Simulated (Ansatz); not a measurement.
# Si: a line through a two-coordinate scan, part 1 of 2

One line of a two-coordinate grid on Si (Ia-3, No. 206; 8 atoms in the cell): volume per atom is varied, at c/a of the conventional cell = 0.930.

Computed with Ansatz 0.2.0 (DFT PBEsol, scalar-relativistic, plane waves, PAW, unless a step's input says otherwise).

74 further runs of the same task are left out: 74 set aside as unsound or not needed.

**1. Starting point**

Symmetry: Ia-3, No. 206, cubic system. The conventional cell has a = 6.600 Å, b = 6.600 Å, c = 6.600 Å, α = 90.00°, β = 90.00°, γ = 90.00°. Si (site symmetry 3) has 4 Si at 2.34 to 2.37 Å as nearest neighbours.

Coordinates:

```
Si
1.0
    -3.29978    3.29978    3.29978
     3.29978   -3.29978    3.29978
     3.29978    3.29978   -3.29978
Si
8
Cartesian
  0.6758 0.6758 0.6758
  -0.6758 2.6240 0.6758
  0.6758 -0.6758 2.6240
  2.6240 0.6758 -0.6758
  2.6240 2.6240 2.6240
  0.6758 3.9756 -0.6758
  -0.6758 0.6758 3.9756
  3.9756 -0.6758 0.6758
```

This cell was relaxed beforehand with the same method: volume 17.96 Å³/atom, gap on the mesh none (metal).

**2. The scan**

The energy is mapped over volume and the cell's shape.

The axes are (1) volume per atom: 11 values from 16.528 to 19.402 Å³; (2) c/a of the conventional cell: 11 values from 0.886 to 1.128.

Nothing else is relaxed (fractional coordinates fixed). Energies count from the relaxed crystal. Points are written as (first, second).

**3. The run at (16.528 Å³, 0.930)**

The input, input.yaml:

```yaml
crystal:
  lattice:
    - [-3.2876934889, 3.2876934889, 3.0582124834]
    - [3.2876934889, -3.2876934889, 3.0582124834]
    - [3.2876934889, 3.2876934889, -3.0582124834]
  atoms:
    - { symbol: Si, position: [0.2047947401, 0.2047947401, 0.2047947401] }
    - { symbol: Si, position: [0.5, 0.0, 0.2952052599] }
    - { symbol: Si, position: [0.2952052599, 0.5, 0.0] }
    - { symbol: Si, position: [0.0, 0.2952052599, 0.5] }
    - { symbol: Si, position: [0.7952052599, 0.7952052599, 0.7952052599] }
    - { symbol: Si, position: [0.5, 0.0, 0.7047947401] }
    - { symbol: Si, position: [0.7047947401, 0.5, 0.0] }
    - { symbol: Si, position: [0.0, 0.7047947401, 0.5] }
basis:
  ecutwfc: 420
kpoints:
  mp_grid: { grid: [10, 10, 10] }
hamiltonian:
  xc: pbesol
  pseudopotentials: { kind: paw, azcp: { folder: soft_1 } }
scf:
  occupations: { method: gaussian, width: 0.15 }
output:
  forces: true
  stress: true
  eigenvalues: true
  write_density: true
  write_potential: true
  elf: true
  volumetric_format: npy
```

Run with:

```console
> ansatz run input.yaml --threads 4 --pin off --max-ram 8192MiB --backend cpu --events-out ev --progress --plain --runs-dir out
```

Output, shortened:

```text
Warning: <dir> the record states the generating functional pbe (its physics header spells it `PBE`), which answers neither for hamiltonian.xc's functional nor for the pbesol family's — results may be inconsistent (PPs are generated against a specific XC)
Warning: RAYON_NUM_THREADS=4 ignored (pool sized by the plan → 4); use --threads N
[...]
Pseudopotentials: kind: paw
Pseudopotential: Si, paw, valence charge 4, recommended cutoff 420 eV (normal), <dir>
Functional definition: PBEsol
[...]
Crystal: 8 atoms, lattice volume = 132.224 Å³
Basis set: ecut = 420 eV, 2571 PW (Γ), exchange–correlation on 80×80×80 points (8 copies of the dense FFT grid, shifted against one another)
Bands: 24, of which v1, the nominal top of the filled ones, is band 16 counted from 1 (15 counted from 0)
Symmetry: 8 space group operations
Space group: Ibca (ITA 73), of the structure as read, at distance tolerance 5.1e-5 Å
k-points: 171 of 1000
[...]
SCF iter   1: F=—  HF=-4971.340972 eV  |F-HF|=—  |Δ(HF+E_count)|=         —  Δρ=5.05e-2  dr2=3.03e0  ethr=3.10e-3  ⟨swp⟩=7.8  Hψ=27011  notcnv=0
[...]
SCF iter   7: F=-4970.425169 eV  HF=-4970.425169 eV  |F-HF|=2.22e-10  |Δ(HF+E_count)|=   3.61e-9  Δρ=1.53e-6  dr2=3.97e-9  ethr=2.45e-10  ⟨swp⟩=6.0  Hψ=24854  notcnv=0
[...]
SCF converged after 7 iterations
Free energy (F): -4970.425169 eV
[...]
E sigma→0 (E₀):  -4970.418223 eV
Entropy (-TS):   -0.013890 eV (-1.736 meV/atom)
Fermi energy:    8.573192 eV
[...]
--- Forces (eV/Å), atoms counted from 1 ---
  atom   1  Si     0.06760859     0.79864218    -0.14867869
  atom   2  Si    -0.06760859    -0.79864218    -0.14867869
  atom   3  Si     0.06760859    -0.79864218     0.14867869
  atom   4  Si    -0.06760859     0.79864218     0.14867869
  atom   5  Si    -0.06760859    -0.79864218     0.14867869
  atom   6  Si     0.06760859     0.79864218     0.14867869
  atom   7  Si    -0.06760859     0.79864218    -0.14867869
  atom   8  Si     0.06760859    -0.79864218    -0.14867869
[...]
--- Stress (GPa, compression-positive) ---
        6.405169       0.000000       0.000000
        0.000000       6.807405       0.000000
        0.000000       0.000000      18.044600
  P = ⅓ Tr σ = 10.4191 GPa (104.191 kbar)
--- Band table (eV; the first three rows and the last of 171) ---
  k-point 0: bands = ["-4.8178", "0.0175", "0.1107", "0.5689", "0.7375", "1.7685", "1.8093", "2.0972", "3.1219", "3.2517", "3.9084", "4.1353", "4.2040", "6.8132", "6.8834", "8.3634", "9.7739", "9.8666", "11.5064", "12.3491", "12.4296", "13.1065", "14.1380", "14.2558"]
[...]
```

Wall time 3.3 s (4 threads of AMD EPYC 9R45 (Zen 5), shared host); peak memory 0.73 GiB.

The maps below are laid out on this run's own conventional cell (a, b, c = 6.116, 6.575, 6.575 Å).

Density in a lattice plane of the grid's cell (edges 6.12 and 6.58 Å, at 0.102 of the third edge), which holds Si.

Values in e/Å³, 12 rows by 12 columns:
```
0.23 0.23 0.30 0.46 0.28 0.17 0.36 0.27 0.12 0.09 0.13 0.20
0.16 0.11 0.14 0.28 0.31 0.27 0.32 0.19 0.09 0.11 0.18 0.22
0.24 0.11 0.09 0.17 0.33 0.37 0.24 0.11 0.09 0.17 0.33 0.37
0.32 0.19 0.09 0.11 0.18 0.22 0.16 0.11 0.14 0.28 0.31 0.27
0.36 0.27 0.12 0.09 0.13 0.20 0.23 0.23 0.30 0.46 0.28 0.17
0.42 0.26 0.13 0.09 0.13 0.26 0.42 0.37 0.50 0.62 0.50 0.37
0.23 0.20 0.13 0.09 0.12 0.27 0.36 0.17 0.28 0.46 0.30 0.23
0.16 0.22 0.18 0.11 0.09 0.19 0.32 0.27 0.31 0.28 0.14 0.11
0.24 0.37 0.33 0.17 0.09 0.11 0.24 0.37 0.33 0.17 0.09 0.11
0.32 0.27 0.31 0.28 0.14 0.11 0.16 0.22 0.18 0.11 0.09 0.19
0.36 0.17 0.28 0.46 0.30 0.23 0.23 0.20 0.13 0.09 0.12 0.27
0.42 0.37 0.50 0.62 0.50 0.37 0.42 0.26 0.13 0.09 0.13 0.26
```
Columns run along the first of these edges and rows up along the second, over one cell in 12 and 12 even steps from the bottom left corner. Atoms in the plane (fractional): Si at (0.10, 0.10), Si at (0.40, 0.90), Si at (0.90, 0.60), Si at (0.60, 0.40).

ELF in the same plane.

Ten even steps from ' ' (0.09) to '@' (0.93):
```
****++**%%@@@@##--::--****++::      ..::==**
==----==##%%##==--==::==++==::      ..::--==
::......==****==----::--==--..    ..--======
--..    ..==**##****++++--..    ..--**####++
++::      --**##%%%%##++::      --**##%%%%##
++--..    ..--**####++--..    ..==**##****++
--==--..    ..--======::......==****==----::
==++==::      ..::--====----==##%%##==--==::
****++::      ..::==******++**%%@@@@##--::--
####++::..    ..::++####++==++%%@@@@%%++==++
****==::..      ::++****--::--##@@@@%%**++**
====--::..      ::==++==::==--==##%%##==----
::======--..    ..--==--::----==****==......
--++####**--..    ..--++++****##**==..    ..
++##%%%%##**--      ::++##%%%%##**--      ::
++++****##**==..    ..--++####**--..    ..--
--::----==****==......::======--..    ..--==
==::==--==##%%##==----====--::..      ::==++
**--::--##@@@@%%**++******==::..      ::++**
##++==++%%@@@@%%++==++####++::..    ..::++##
```
Columns run along the first of these edges and rows up along the second, over one cell in 22 and 20 even steps from the bottom left corner. Atoms in the plane (fractional): Si at (0.10, 0.10), Si at (0.40, 0.90), Si at (0.90, 0.60), Si at (0.60, 0.40).

Both are smooth fields of the valence electrons: close to the nuclei they are not physical.

The highest ELF values outside the cores: 0.95 on the Si–Si line, 1.1 Å from Si.

That is 73 meV/atom from the zero.

**4. Point (16.815 Å³, 0.930)**

input.yaml, as its differences from that of step 3:

```diff
@@ -2,5 +2,5 @@
   lattice:
-    - [-3.2876934889, 3.2876934889, 3.0582124834]
-    - [3.2876934889, -3.2876934889, 3.0582124834]
-    - [3.2876934889, 3.2876934889, -3.0582124834]
+    - [-3.3066140801, 3.3066140801, 3.0758124173]
+    - [3.3066140801, -3.3066140801, 3.0758124173]
+    - [3.3066140801, 3.3066140801, -3.0758124173]
   atoms:
```

Run with:

```console
> ansatz run input.yaml --threads 4 --pin off --max-ram 8192MiB --backend cpu --events-out ev --progress --plain --runs-dir out
```

Output, shortened:

```text
[...]
SCF converged after 7 iterations
Free energy (F): -4970.557079 eV
[...]
E sigma→0 (E₀):  -4970.550344 eV
Entropy (-TS):   -0.013469 eV (-1.684 meV/atom)
Fermi energy:    8.370218 eV
[...]
--- Forces (eV/Å), atoms counted from 1 ---
  atom   1  Si     0.02728537     0.70779066    -0.17416774
  atom   2  Si    -0.02728537    -0.70779066    -0.17416774
  atom   3  Si     0.02728537    -0.70779066     0.17416774
  atom   4  Si    -0.02728537     0.70779066     0.17416774
  atom   5  Si    -0.02728537    -0.70779066     0.17416774
  atom   6  Si     0.02728537     0.70779066     0.17416774
  atom   7  Si    -0.02728537     0.70779066    -0.17416774
  atom   8  Si     0.02728537    -0.70779066    -0.17416774
[...]
--- Stress (GPa, compression-positive) ---
        4.110721      -0.000000      -0.000000
       -0.000000       4.493776       0.000000
       -0.000000       0.000000      15.467613
  P = ⅓ Tr σ = 8.0240 GPa (80.240 kbar)
--- Band table (eV; the first three rows and the last of 171) ---
  k-point 0: bands = ["-4.8904", "-0.1347", "-0.0642", "0.4077", "0.5768", "1.6218", "1.6545", "1.9381", "3.0018", "3.1298", "3.7843", "4.0057", "4.0746", "6.6224", "6.6908", "8.1487", "9.5702", "9.6614", "11.2819", "12.0983", "12.1851", "12.8383", "13.8554", "14.0406"]
[...]
```

Run time: 3.5 s. Hardware: 4 threads of AMD EPYC 9R45 (Zen 5), shared host; peak memory 0.74 GiB.

The maps below are laid out on this run's own conventional cell (a, b, c = 6.152, 6.613, 6.613 Å).

Density in a lattice plane of the grid's cell (edges 6.15 and 6.61 Å, at 0.102 of the third edge), which holds Si.

Ten even steps from ' ' (0.08 e/Å³) to '@' (0.60 e/Å³):
```
======++**%%@@**--::==**++--..        ..::--
::::::::--++**==....::++==::..        ....::
..      ..--====::::--==--..        ....::..
..        ..--++++++++==::..      ..::----::
::..        ::==++++==::..        ::==++++==
==::..      ..::----::..        ..--++++++++
==--..        ....::....      ..--====::::--
====::..        ....::::::::::--++**==....::
**++--..        ..::--======++**%%@@**--::==
**==::..        ..::==****++**%%@@@@%%**++**
==--::..        ..--++**==::--**@@%%**++====
::::....        ..::==++::....==**++--::::::
....::....        ..--==--::::====--..      
..::----::..      ..::==++++++++--..        
::==++++==::        ..::==++++==::        ..
==++++++++--..        ..::----::..      ..::
==--::::====--..      ....::....        ..--
++::....==**++--::::::::::....        ..::==
**==::--**@@%%**++======--::..        ..--++
****++**%%@@@@%%**++****==::..        ..::==
```
Columns run along the first of these edges and rows up along the second, over one cell in 22 and 20 even steps from the bottom left corner. Atoms in the plane (fractional): Si at (0.10, 0.10), Si at (0.40, 0.90), Si at (0.90, 0.60), Si at (0.60, 0.40).

ELF in the same plane.

Values, 12 rows by 12 columns:
```
0.54 0.47 0.69 0.85 0.45 0.39 0.50 0.55 0.17 0.10 0.22 0.43
0.33 0.15 0.29 0.62 0.49 0.43 0.45 0.37 0.11 0.20 0.51 0.55
0.53 0.17 0.11 0.49 0.79 0.78 0.53 0.17 0.11 0.49 0.79 0.78
0.45 0.37 0.11 0.20 0.51 0.55 0.34 0.15 0.29 0.62 0.49 0.43
0.50 0.55 0.17 0.10 0.22 0.43 0.54 0.47 0.69 0.85 0.45 0.39
0.73 0.59 0.21 0.10 0.21 0.59 0.73 0.48 0.79 0.94 0.79 0.48
0.54 0.43 0.22 0.10 0.17 0.55 0.50 0.39 0.45 0.85 0.69 0.47
0.34 0.55 0.51 0.20 0.11 0.37 0.45 0.43 0.49 0.62 0.29 0.15
0.53 0.78 0.79 0.49 0.11 0.17 0.53 0.78 0.79 0.49 0.11 0.17
0.45 0.43 0.49 0.62 0.29 0.15 0.33 0.55 0.51 0.20 0.11 0.37
0.50 0.39 0.45 0.85 0.69 0.47 0.54 0.43 0.22 0.10 0.17 0.55
0.73 0.48 0.79 0.94 0.79 0.48 0.73 0.59 0.21 0.10 0.21 0.59
```
Columns run along the first of these edges and rows up along the second, over one cell in 12 and 12 even steps from the bottom left corner. Atoms in the plane (fractional): Si at (0.10, 0.10), Si at (0.40, 0.90), Si at (0.90, 0.60), Si at (0.60, 0.40).

Both are smooth fields of the valence electrons: close to the nuclei they are not physical.

Maxima of ELF outside the ion cores: 0.95 on the Si–Si line, 1.1 Å from Si.

That is 56 meV/atom from the zero.

**5. The run at (17.103 Å³, 0.930)**

input.yaml, as its differences from that of step 4:

```diff
@@ -2,5 +2,5 @@
   lattice:
-    - [-3.3066140801, 3.3066140801, 3.0758124173]
-    - [3.3066140801, -3.3066140801, 3.0758124173]
-    - [3.3066140801, 3.3066140801, -3.0758124173]
+    - [-3.3253853978, 3.3253853978, 3.093273497]
+    - [3.3253853978, -3.3253853978, 3.093273497]
+    - [3.3253853978, 3.3253853978, -3.093273497]
   atoms:
@@ -27,5 +27 @@
   eigenvalues: true
-  write_density: true
-  write_potential: true
-  elf: true
-  volumetric_format: npy
```

Run with:

```console
> ansatz run input.yaml --threads 4 --pin off --max-ram 8192MiB --backend cpu --events-out ev --progress --plain --runs-dir out
```

Output, shortened:

```text
[...]
SCF converged after 7 iterations
Free energy (F): -4970.656355 eV
[...]
E sigma→0 (E₀):  -4970.649801 eV
Entropy (-TS):   -0.013106 eV (-1.638 meV/atom)
Fermi energy:    8.172532 eV
[...]
--- Forces (eV/Å), atoms counted from 1 ---
  atom   1  Si    -0.01077675     0.62172040    -0.19825885
  atom   2  Si     0.01077675    -0.62172040    -0.19825885
  atom   3  Si    -0.01077675    -0.62172040     0.19825885
  atom   4  Si     0.01077675     0.62172040     0.19825885
  atom   5  Si     0.01077675    -0.62172040     0.19825885
  atom   6  Si    -0.01077675     0.62172040     0.19825885
  atom   7  Si     0.01077675     0.62172040    -0.19825885
  atom   8  Si    -0.01077675    -0.62172040    -0.19825885
[...]
--- Stress (GPa, compression-positive) ---
        2.001169       0.000000       0.000000
        0.000000       2.366020       0.000000
        0.000000       0.000000      13.075850
  P = ⅓ Tr σ = 5.8143 GPa (58.143 kbar)
--- Band table (eV; the first three rows and the last of 171) ---
  k-point 0: bands = ["-4.9608", "-0.2827", "-0.2338", "0.2509", "0.4204", "1.4787", "1.5034", "1.7830", "2.8851", "3.0115", "3.6638", "3.8798", "3.9488", "6.4372", "6.5038", "7.9401", "9.3710", "9.4604", "11.0617", "11.8534", "11.9467", "12.5762", "13.5777", "13.8313"]
[...]
```

Wall time 2.8 s (4 threads of AMD EPYC 9R45 (Zen 5), shared host); peak memory 0.74 GiB.

On the map this point reads 44 meV/atom.

**6. Changing settings: ecutrho_ratio 9, dispersion d4**

input.yaml, as its differences from that of step 5:

```diff
@@ -16,2 +16,3 @@
   ecutwfc: 420
+  ecutrho_ratio: 9
 kpoints:
@@ -21,2 +22,3 @@
   pseudopotentials: { kind: paw, azcp: { folder: soft_1 } }
+  dispersion: d4
 scf:
@@ -25,3 +27,3 @@
   forces: true
+  eigenvalues: true
   stress: true
-  eigenvalues: true
```

Run with:

```console
> ansatz run input.yaml --threads 4 --pin off --max-ram 8192MiB --backend cpu --events-out ev --progress --plain --runs-dir out
```

Output, shortened:

```text
Warning: <dir> the record states the generating functional pbe (its physics header spells it `PBE`), which answers neither for hamiltonian.xc's functional nor for the pbesol family's — results may be inconsistent (PPs are generated against a specific XC)
Warning: RAYON_NUM_THREADS=4 ignored (pool sized by the plan → 4); use --threads N
[...]
Pseudopotentials: kind: paw
Pseudopotential: Si, paw, valence charge 4, recommended cutoff 420 eV (normal), <dir>
Functional definition: PBEsol
[...]
Crystal: 8 atoms, lattice volume = 136.824 Å³
Basis set: ecut = 420 eV, 2683 PW (Γ), exchange–correlation on 120×120×120 points (8 copies of the dense FFT grid, shifted against one another)
Bands: 24, of which v1, the nominal top of the filled ones, is band 16 counted from 1 (15 counted from 0)
Symmetry: 8 space group operations
Space group: Ibca (ITA 73), of the structure as read, at distance tolerance 5.2e-5 Å
k-points: 171 of 1000
[...]
SCF iter   1: F=—  HF=-4973.252385 eV  |F-HF|=—  |Δ(HF+E_count)|=         —  Δρ=4.84e-2  dr2=2.89e0  ethr=3.10e-3  ⟨swp⟩=7.8  Hψ=26810  notcnv=0
[...]
SCF iter   7: F=-4972.400278 eV  HF=-4972.400278 eV  |F-HF|=1.82e-10  |Δ(HF+E_count)|=   5.15e-9  Δρ=1.65e-6  dr2=4.84e-9  ethr=2.77e-10  ⟨swp⟩=2.0  Hψ=14007  notcnv=0
[...]
SCF converged after 7 iterations
Free energy (F): -4972.400278 eV
[...]
E sigma→0 (E₀):  -4972.393725 eV
Entropy (-TS):   -0.013106 eV (-1.638 meV/atom)
Fermi energy:    8.172532 eV
[...]
--- Forces (eV/Å), atoms counted from 1 ---
  atom   1  Si    -0.01172843     0.61909897    -0.19872450
  atom   2  Si     0.01172843    -0.61909897    -0.19872450
  atom   3  Si    -0.01172843    -0.61909897     0.19872450
  atom   4  Si     0.01172843     0.61909897     0.19872450
  atom   5  Si     0.01172843    -0.61909897     0.19872450
  atom   6  Si    -0.01172843     0.61909897     0.19872450
  atom   7  Si     0.01172843     0.61909897    -0.19872450
  atom   8  Si    -0.01172843    -0.61909897    -0.19872450
[...]
--- Stress (GPa, compression-positive) ---
        0.113899       0.000000       0.000000
        0.000000       0.477495       0.000000
        0.000000       0.000000      11.178324
  P = ⅓ Tr σ = 3.9232 GPa (39.232 kbar)
--- Band table (eV; the first three rows and the last of 171) ---
[... band rows left out ...]
[...]
```

Wall time 3.1 s (4 threads of AMD EPYC 9R45 (Zen 5), shared host); peak memory 0.85 GiB.

```tsv
run	ending	energy change	pressure (GPa)	gap (eV)	force (eV/Å)	cycles	time
step 5	converged	0	5.8	0.00	0.65	7	2.8 s
variant	converged	-218.0 meV/atom (offset of the dispersion model)	3.9	0.00	0.65	7	3.1 s
```

Changing the numerical grids and dispersion term moves the energy by -218.0 meV/atom, and the pressure goes from 5.8 to 3.9 GPa.

**7. The run at (17.678 Å³, 0.930)**

input.yaml, as its differences from that of step 5:

```diff
@@ -2,5 +2,5 @@
   lattice:
-    - [-3.3253853978, 3.3253853978, 3.093273497]
-    - [3.3253853978, -3.3253853978, 3.093273497]
-    - [3.3253853978, 3.3253853978, -3.093273497]
+    - [-3.3622416989, 3.3622416989, 3.1275572283]
+    - [3.3622416989, -3.3622416989, 3.1275572283]
+    - [3.3622416989, 3.3622416989, -3.1275572283]
   atoms:
```

Run with:

```console
> ansatz run input.yaml --threads 4 --pin off --max-ram 8192MiB --backend cpu --events-out ev --progress --plain --runs-dir out
```

Output, shortened:

```text
Warning: <dir> the record states the generating functional pbe (its physics header spells it `PBE`), which answers neither for hamiltonian.xc's functional nor for the pbesol family's — results may be inconsistent (PPs are generated against a specific XC)
Warning: RAYON_NUM_THREADS=4 ignored (pool sized by the plan → 4); use --threads N
[...]
Pseudopotentials: kind: paw
Pseudopotential: Si, paw, valence charge 4, recommended cutoff 420 eV (normal), <dir>
Functional definition: PBEsol
[...]
Crystal: 8 atoms, lattice volume = 141.424 Å³
Basis set: ecut = 420 eV, 2827 PW (Γ), exchange–correlation on 80×80×80 points (8 copies of the dense FFT grid, shifted against one another)
Bands: 24, of which v1, the nominal top of the filled ones, is band 16 counted from 1 (15 counted from 0)
Symmetry: 8 space group operations
Space group: Ibca (ITA 73), of the structure as read, at distance tolerance 5.2e-5 Å
k-points: 171 of 1000
[...]
SCF iter   1: F=—  HF=-4971.559428 eV  |F-HF|=—  |Δ(HF+E_count)|=         —  Δρ=4.64e-2  dr2=2.77e0  ethr=3.10e-3  ⟨swp⟩=7.9  Hψ=26589  notcnv=0
[...]
SCF iter   7: F=-4970.765859 eV  HF=-4970.765859 eV  |F-HF|=1.17e-10  |Δ(HF+E_count)|=   7.16e-9  Δρ=1.74e-6  dr2=5.70e-9  ethr=3.09e-10  ⟨swp⟩=2.1  Hψ=14027  notcnv=0
[...]
SCF converged after 7 iterations
Free energy (F): -4970.765859 eV
[...]
E sigma→0 (E₀):  -4970.759587 eV
Entropy (-TS):   -0.012544 eV (-1.568 meV/atom)
Fermi energy:    7.794643 eV
[...]
--- Forces (eV/Å), atoms counted from 1 ---
  atom   1  Si    -0.08012731     0.46397991    -0.24221623
  atom   2  Si     0.08012731    -0.46397991    -0.24221623
  atom   3  Si    -0.08012731    -0.46397991     0.24221623
  atom   4  Si     0.08012731     0.46397991     0.24221623
  atom   5  Si     0.08012731    -0.46397991     0.24221623
  atom   6  Si    -0.08012731     0.46397991     0.24221623
  atom   7  Si     0.08012731     0.46397991    -0.24221623
  atom   8  Si    -0.08012731    -0.46397991    -0.24221623
[...]
--- Stress (GPa, compression-positive) ---
       -1.693611       0.000000       0.000000
        0.000000      -1.361948       0.000000
        0.000000       0.000000       8.825576
  P = ⅓ Tr σ = 1.9233 GPa (19.233 kbar)
--- Band table (eV; the first three rows and the last of 171) ---
[... band rows left out ...]
[...]
```

Run time: 2.8 s. Hardware: 4 threads of AMD EPYC 9R45 (Zen 5), shared host; peak memory 0.75 GiB.

That is 30 meV/atom from the zero.

(Continued in part 2 of 2.)
